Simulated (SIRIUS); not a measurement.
# BAs (F-43m) in SIRIUS: notebook, part 5 of 8

SIRIUS 7.12.0. The steps go on from the part before.

### Step 10. Single point, PBE

Input file sirius.json:

```json
{
  "control": {
    "processing_unit": "cpu",
    "std_evp_solver_name": "lapack",
    "gen_evp_solver_name": "lapack",
    "verbosity": 2,
    "print_forces": true,
    "ortho_rf": true,
    "use_second_variation": true,
    "rmt_max": 3.0,
    "num_bands_to_print": 21,
    "save_wf": true
  },
  "parameters": {
    "electronic_structure_method": "full_potential_lapwlo",
    "xc_functionals": ["XC_GGA_X_PBE", "XC_GGA_C_PBE"],
    "core_relativity": "dirac",
    "valence_relativity": "iora",
    "num_fv_states": 21,
    "smearing": "fermi_dirac",
    "smearing_width": 0.0018374661,
    "pw_cutoff": 21,
    "gk_cutoff": 4.09,
    "lmax_apw": 10,
    "lmax_rho": 8,
    "lmax_pot": 8,
    "num_mag_dims": 0,
    "auto_rmt": 0,
    "ngridk": [10, 10, 10],
    "shiftk": [0, 0, 0],
    "num_dft_iter": 80,
    "energy_tol": 1e-07,
    "density_tol": 1e-05,
    "use_symmetry": true
  },
  "settings": {"tol_ne": 1e-10},
  "iterative_solver": {"type": "exact"},
  "mixer": {"type": "anderson", "beta": 0.5, "max_history": 8},
  "unit_cell": {
    "lattice_vectors": [[0.0, 4.5136108487, 4.5136108487], [4.5136108487, 0.0, 4.5136108487], [4.5136108487, 4.5136108487, 0.0]],
    "atom_types": ["As", "B"],
    "atom_files": {"As": "As.json", "B": "B.json"},
    "atoms": {"As": [[0.75, 0.75, 0.75]], "B": [[0.0, 0.0, 0.0]]}
  }
}
```

Input file As.json:

```json
{
  "name": "arsenic",
  "symbol": "As",
  "number": 33,
  "mass": 74.9216,
  "rmin": 1e-06,
  "rmt": 2.18,
  "nrmt": 800,
  "rinf": 15.07,
  "core": "1s2s2p",
  "valence": [
    {"basis": [{"enu": 0.09, "dme": 0, "n": 0, "auto": 0}, {"enu": 0.09, "dme": 1, "n": 0, "auto": 0}]},
    {"l": 0, "n": 1, "basis": [{"enu": 0.0686, "dme": 0, "n": 0, "auto": 0}]},
    {"l": 1, "n": 2, "basis": [{"enu": 0.19, "dme": 0, "n": 0, "auto": 0}]},
    {"l": 2, "n": 3, "basis": [{"enu": 0.19, "dme": 0, "n": 0, "auto": 0}]},
    {"l": 3, "n": 4, "basis": [{"enu": 0.19, "dme": 0, "n": 0, "auto": 0}]}
  ],
  "lo": [
    {
      "l": 0,
      "basis": [{"enu": 0.0686, "dme": 0, "n": 0, "auto": 0}, {"enu": 0.0686, "dme": 1, "n": 0, "auto": 0}]
    },
    {
      "l": 0,
      "basis": [{"enu": 0.0686, "dme": 1, "n": 0, "auto": 0}, {"enu": 0.0686, "dme": 2, "n": 0, "auto": 0}]
    },
    {
      "l": 0,
      "basis": [{"enu": -6.5608, "dme": 0, "n": 3, "auto": 1}, {"enu": -6.5608, "dme": 1, "n": 3, "auto": 1}]
    },
    {
      "l": 0,
      "basis": [{"enu": 0.0686, "dme": 0, "n": 0, "auto": 0}, {"enu": 2.5936, "dme": 0, "n": 0, "auto": 0}]
    },
    {"l": 1, "basis": [{"enu": 0.19, "dme": 0, "n": 0, "auto": 0}, {"enu": 0.19, "dme": 1, "n": 0, "auto": 0}]},
    {
      "l": 1,
      "basis": [{"enu": -4.5109, "dme": 0, "n": 3, "auto": 1}, {"enu": -4.5109, "dme": 1, "n": 3, "auto": 1}]
    },
    {
      "l": 1,
      "basis": [{"enu": -4.5109, "dme": 1, "n": 3, "auto": 1}, {"enu": 0.19, "dme": 0, "n": 0, "auto": 0}]
    },
    {"l": 1, "basis": [{"enu": 0.19, "dme": 0, "n": 0, "auto": 0}, {"enu": 4.0617, "dme": 0, "n": 0, "auto": 0}]},
    {"l": 2, "basis": [{"enu": 0.19, "dme": 0, "n": 0, "auto": 0}, {"enu": 0.19, "dme": 1, "n": 0, "auto": 0}]},
    {
      "l": 2,
      "basis": [{"enu": -1.1185, "dme": 0, "n": 3, "auto": 1}, {"enu": -1.1185, "dme": 1, "n": 3, "auto": 1}]
    },
    {
      "l": 2,
      "basis": [{"enu": -1.1185, "dme": 1, "n": 3, "auto": 1}, {"enu": 0.19, "dme": 0, "n": 0, "auto": 0}]
    },
    {"l": 2, "basis": [{"enu": 0.19, "dme": 0, "n": 0, "auto": 0}, {"enu": 4.5667, "dme": 0, "n": 0, "auto": 0}]},
    {"l": 3, "basis": [{"enu": 0.19, "dme": 0, "n": 0, "auto": 0}, {"enu": 0.19, "dme": 1, "n": 0, "auto": 0}]},
    {"l": 3, "basis": [{"enu": 0.19, "dme": 0, "n": 0, "auto": 0}, {"enu": 3.8513, "dme": 0, "n": 0, "auto": 0}]}
  ],
  "free_atom": [... radial grid and density of the free atom, the start of the SCF ...]
}
```

Input file B.json:

```json
{
  "name": "boron",
  "symbol": "B",
  "number": 5,
  "mass": 10.811,
  "rmin": 1e-06,
  "rmt": 1.59,
  "nrmt": 800,
  "rinf": 17.81,
  "core": "",
  "valence": [
    {"basis": [{"enu": 0.09, "dme": 0, "n": 0, "auto": 0}, {"enu": 0.09, "dme": 1, "n": 0, "auto": 0}]},
    {"l": 0, "n": 1, "basis": [{"enu": 0.1359, "dme": 0, "n": 0, "auto": 0}]},
    {"l": 1, "n": 2, "basis": [{"enu": 0.19, "dme": 0, "n": 0, "auto": 0}]},
    {"l": 2, "n": 3, "basis": [{"enu": 0.19, "dme": 0, "n": 0, "auto": 0}]},
    {"l": 3, "n": 4, "basis": [{"enu": 0.19, "dme": 0, "n": 0, "auto": 0}]}
  ],
  "lo": [
    {
      "l": 0,
      "basis": [{"enu": 0.1359, "dme": 0, "n": 0, "auto": 0}, {"enu": 0.1359, "dme": 1, "n": 0, "auto": 0}]
    },
    {
      "l": 0,
      "basis": [{"enu": 0.1359, "dme": 1, "n": 0, "auto": 0}, {"enu": 0.1359, "dme": 2, "n": 0, "auto": 0}]
    },
    {
      "l": 0,
      "basis": [{"enu": -6.2364, "dme": 0, "n": 1, "auto": 1}, {"enu": -6.2364, "dme": 1, "n": 1, "auto": 1}]
    },
    {
      "l": 0,
      "basis": [{"enu": 0.1359, "dme": 0, "n": 0, "auto": 0}, {"enu": 4.8825, "dme": 0, "n": 0, "auto": 0}]
    },
    {"l": 1, "basis": [{"enu": 0.19, "dme": 0, "n": 0, "auto": 0}, {"enu": 0.19, "dme": 1, "n": 0, "auto": 0}]},
    {"l": 1, "basis": [{"enu": 0.19, "dme": 1, "n": 0, "auto": 0}, {"enu": 0.19, "dme": 2, "n": 0, "auto": 0}]},
    {"l": 1, "basis": [{"enu": 0.19, "dme": 0, "n": 0, "auto": 0}, {"enu": 5.6486, "dme": 0, "n": 0, "auto": 0}]},
    {"l": 2, "basis": [{"enu": 0.19, "dme": 0, "n": 0, "auto": 0}, {"enu": 0.19, "dme": 1, "n": 0, "auto": 0}]},
    {"l": 2, "basis": [{"enu": 0.19, "dme": 1, "n": 0, "auto": 0}, {"enu": 0.19, "dme": 2, "n": 0, "auto": 0}]},
    {"l": 2, "basis": [{"enu": 0.19, "dme": 0, "n": 0, "auto": 0}, {"enu": 6.3606, "dme": 0, "n": 0, "auto": 0}]},
    {"l": 3, "basis": [{"enu": 0.19, "dme": 0, "n": 0, "auto": 0}, {"enu": 0.19, "dme": 1, "n": 0, "auto": 0}]}
  ],
  "free_atom": [... radial grid and density of the free atom, the start of the SCF ...]
}
```

Input file sirius_start.json:

```json
{
  "control": {
    "processing_unit": "cpu",
    "std_evp_solver_name": "lapack",
    "gen_evp_solver_name": "lapack",
    "verbosity": 1,
    "print_forces": false,
    "ortho_rf": true,
    "use_second_variation": true,
    "rmt_max": 3.0,
    "num_bands_to_print": 21,
    "save_wf": false
  },
  "parameters": {
    "electronic_structure_method": "full_potential_lapwlo",
    "xc_functionals": ["XC_LDA_X", "XC_LDA_C_PW"],
    "core_relativity": "dirac",
    "valence_relativity": "iora",
    "num_fv_states": 21,
    "smearing": "fermi_dirac",
    "smearing_width": 0.0055123983,
    "pw_cutoff": 21,
    "gk_cutoff": 3.27,
    "lmax_apw": 10,
    "lmax_rho": 8,
    "lmax_pot": 8,
    "num_mag_dims": 0,
    "auto_rmt": 0,
    "ngridk": [4, 4, 4],
    "shiftk": [0, 0, 0],
    "num_dft_iter": 30,
    "energy_tol": 0.01,
    "density_tol": 0.05,
    "use_symmetry": true
  },
  "settings": {"tol_ne": 1e-10},
  "iterative_solver": {"type": "exact"},
  "mixer": {"type": "anderson", "beta": 0.5, "max_history": 8},
  "unit_cell": {
    "lattice_vectors": [[0.0, 4.5136108487, 4.5136108487], [4.5136108487, 0.0, 4.5136108487], [4.5136108487, 4.5136108487, 0.0]],
    "atom_types": ["As", "B"],
    "atom_files": {"As": "As.json", "B": "B.json"},
    "atoms": {"As": [[0.75, 0.75, 0.75]], "B": [[0.0, 0.0, 0.0]]}
  }
}
```

Potentials or basis: all-electron FP-LAPW, apw+lo standard.

Command:

```console
OMP_NUM_THREADS=1 sirius.scf --input=sirius_start.json --output=start.json
OMP_NUM_THREADS=1 sirius.scf --input=sirius.json --output=output.json --task=1
```

Standard output:

```text
[info] SIRIUS version : 7.12.0
[info] number of MPI ranks           : 1
[info] MPI grid                      : 1 1
[info] maximum number of OMP threads : 1
[fft] FFT context for density and potential
[fft] =====================================
[fft]   plane wave cutoff                     : 21
[fft]   grid size                             : 45 45 45   total : 91125
[fft]   grid limits                           : -22 22   -22 22   -22 22
[fft]   number of G-vectors within the cutoff : 28763
[fft]   number of G-shells                    : 786
[fft] FFT context for coarse grid
[fft] =====================================
[fft]   plane wave cutoff                     : 8.18
[fft]   grid size                             : 20 20 20   total : 8000
[fft]   grid limits                           : -9 10   -9 10   -9 10
[fft]   number of G-vectors within the cutoff : 1687
[fft]   number of G-shells                    : 67
[unit cell] lattice vectors
[unit cell]   a1 :       0.0000000000      4.5136108487      4.5136108487
[unit cell]   a2 :       4.5136108487      0.0000000000      4.5136108487
[unit cell]   a3 :       4.5136108487      4.5136108487      0.0000000000
[unit cell] reciprocal lattice vectors
[unit cell]   b1 :      -0.6960264761      0.6960264761      0.6960264761
[unit cell]   b2 :       0.6960264761     -0.6960264761      0.6960264761
[unit cell]   b3 :       0.6960264761      0.6960264761     -0.6960264761
[unit cell] unit cell volume :       183.90872505 [a.u.^3]
[unit cell] 1/sqrt(omega)    :         0.07373927
[unit cell] MT volume        :        60.23443034 (32.75%)
[unit cell] IT volume        :       123.67429471 (67.25%)
[unit cell] number of atom types : 2
[unit cell] type id : 0 symbol : As mt_radius :   2.180000 num_atoms : 1
[unit cell] type id : 1 symbol :  B mt_radius :   1.590000 num_atoms : 1
[unit cell] total number of atoms : 2
[unit cell] number of symmetry classes : 2
[unit cell] atom id  type id  class id             position                      vector_field
[unit cell] ------------------------------------------------------------------------------------------
[unit cell]      0        0        0      0.75000   0.75000   0.75000      0.00000   0.00000   0.00000
[unit cell]      1        1        1      0.00000   0.00000   0.00000      0.00000   0.00000   0.00000
[unit cell] atom id         position (Cartesian, a.u.)
[unit cell] ---------------------------------------------
[... 367 lines left out ...]
[generate_core_charge_density] atom class : 1
[find] Total energy                   :   -2285.93353411 (Ha),   -4571.86706821 (Ry)
[find] iteration : 1, RMS (target) : 1.1033e-01 (1.0000e-05) , energy difference (target) : 1.3951e-05 (1.0000e-07)
[find] Total energy                   :   -2285.93351595 (Ha),   -4571.86703189 (Ry)
[find] iteration : 2, RMS (target) : 4.3637e-03 (1.0000e-05) , energy difference (target) : 1.8161e-05 (1.0000e-07)
[find] Total energy                   :   -2285.93351920 (Ha),   -4571.86703840 (Ry)
[find] iteration : 3, RMS (target) : 1.3831e-03 (1.0000e-05) , energy difference (target) : -3.2554e-06 (1.0000e-07)
[... 15 lines left out ...]
[find] valence_eval_sum               :     -62.01036182
[find] core_eval_sum                  :   -1253.21386422
[find] kinetic energy                 :    2335.49479164
[find] enuc                           :   -2765.29790600
[find] <rho|V^{XC}>                   :    -114.37190447
[find] <rho|E^{XC}>                   :     -87.95687004
[find] <mag|B^{XC}>                   :       0.00000000
[find] <rho|V^{H}>                    :   -3536.34711321
[find] smearing (-TS)                 :      -0.00000000
[find] SCF correction                 :       0.00002172
[find] Total energy                   :   -2285.93351928 (Ha),   -4571.86703857 (Ry)
[find] Free energy (E-TS)             :   -2285.93351929 (Ha),   -4571.86703858 (Ry)
[find] band gap (eV)                  :       1.18532840
[find] Efermi                         :       0.30270026
[find] iteration : 6, RMS (target) : 4.5789e-06 (1.0000e-05) , energy difference (target) : 8.4189e-08 (1.0000e-07)
[find] converged after 7 SCF iterations!
[find] Charges and magnetic moments
[find] --------------------------------------------------------------------------------
[find] atom      charge    core leakage
[find] --------------------------------------------------------------------------------
[find]    0   31.062485    0.000000e+00
[find]    1    3.474823    0.000000e+00
[find] total core leakage    : 0.00000000e+00
[find] interstitial charge   : 3.462692
[find] total charge          : 37.999999
[find] Energy
[find] --------------------------------------------------------------------------------
[find] valence_eval_sum               :     -62.01036182
[find] core_eval_sum                  :   -1253.21386422
[find] kinetic energy                 :    2335.49479164
[find] enuc                           :   -2765.29790600
[find] <rho|V^{XC}>                   :    -114.37190447
[find] <rho|E^{XC}>                   :     -87.95687004
[find] <mag|B^{XC}>                   :       0.00000000
[find] <rho|V^{H}>                    :   -3536.34711321
[find] smearing (-TS)                 :      -0.00000000
[find] SCF correction                 :       0.00002172
[find] Total energy                   :   -2285.93351928 (Ha),   -4571.86703857 (Ry)
[find] Free energy (E-TS)             :   -2285.93351929 (Ha),   -4571.86703858 (Ry)
[find] band gap (eV)                  :       1.18532840
[find] Efermi                         :       0.30270026
[ground_state]
[ground_state] ==== total Forces in Ha/bohr =====
[ground_state] atom:    0, force:       0.0000000      0.0000000     -0.0000000
[ground_state] atom:    1, force:      -0.0000000     -0.0000000      0.0000000
[ground_state] ==== contribution from density =====
[ground_state] atom:    0, force:       0.0000000      0.0000000     -0.0000000
[ground_state] atom:    1, force:       0.0000000      0.0000000      0.0000000
[ground_state] ==== contribution from Hartree potential =====
[ground_state] atom:    0, force:      -0.0000000     -0.0000000      0.0000000
[ground_state] atom:    1, force:       0.0000000      0.0000000      0.0000000
[ground_state] ==== contribution from IBS =====
[ground_state] atom:    0, force:       0.0000000      0.0000000     -0.0000000
[ground_state] atom:    1, force:      -0.0000000     -0.0000000      0.0000000
```

Run time: 39 s. Hardware: 1 thread of Arm Neoverse V2, shared host; peak memory 0.44 GiB.

Results:

| Property | Result |
| --- | --- |
| Free energy | -62203.4199 eV |
| Band gap on the k mesh | 1.19 eV, indirect (least direct gap 3.28 eV) |
| All electrons inside the program's atomic spheres | As 31.06; B 3.47 (radii As 2.18, B 1.59 bohr) |

A k mesh can miss the band edges. Expect the measured gap to be larger: semilocal functionals such as PBE lack the derivative discontinuity.

(Part 5 of 8 ends here.)
